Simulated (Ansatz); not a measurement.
# ZrN: the cost of one run

Program: Ansatz 0.2.0. Level of theory: DFT PBE, scalar-relativistic. These are calculated values, not measurements.

## 1. Starting point

Symmetry: Fm-3m, No. 225, cubic system. The conventional cell has a = 4.568 Å, b = 4.568 Å, c = 4.568 Å, α = 90.00°, β = 90.00°, γ = 90.00°. Around Zr (site symmetry m-3m) lie 6 N at 2.28 Å. N (site symmetry m-3m) has 6 Zr at 2.28 Å as nearest neighbours.

As a file:

```xyz
2
Lattice="0.0000 2.2842 2.2842 2.2842 0.0000 2.2842 2.2842 2.2842 0.0000" Properties=species:S:1:pos:R:3 pbc="T T T"
Zr    0.0000    0.0000    0.0000
N     2.2842    2.2842    2.2842
```

The structure is an experimental refinement, used without relaxation.

Atoms are numbered in the order of the input: Zr1, N2.

## 2. Volume × 0.94, LAPW

input.yaml reads:

```yaml
crystal:
  lattice:
    - [0.0, 2.2375999771, 2.2375999771]
    - [2.2375999771, 0.0, 2.2375999771]
    - [2.2375999771, 2.2375999771, 0.0]
  atoms:
    - { symbol: Zr, position: [0.0, 0.0, 0.0] }
    - { symbol: "N", position: [0.5, 0.5, 0.5] }
kpoints:
  mp_grid: { grid: [9, 9, 9] }
  band_path:
    path:
      - [0.0, 0.0, 0.0]
      - [0.5, 0.0, 0.5]
      - [0.625, 0.25, 0.625]
      - [0.375, 0.375, 0.75]
      - [0.0, 0.0, 0.0]
      - [0.5, 0.5, 0.5]
      - [0.5, 0.25, 0.75]
      - [0.5, 0.0, 0.5]
    npoints: 5
scf:
  occupations: { method: fermi_dirac, width: 0.01 }
hamiltonian:
  xc: pbe
  pseudopotentials: { kind: all_electron, lapw: { basis_error: 0.00025 } }
output:
  forces: true
  stress: true
  eigenvalues: true
```

Run with:

```console
ansatz run input.yaml --threads 1 --pin off --max-ram 3072MiB --backend cpu --events-out ev --progress --plain --runs-dir out
```

Q: Estimate wall time and peak memory on 1 thread of Arm Neoverse V2, shared host.

About 9.7 s, with a peak of 0.29 GiB.
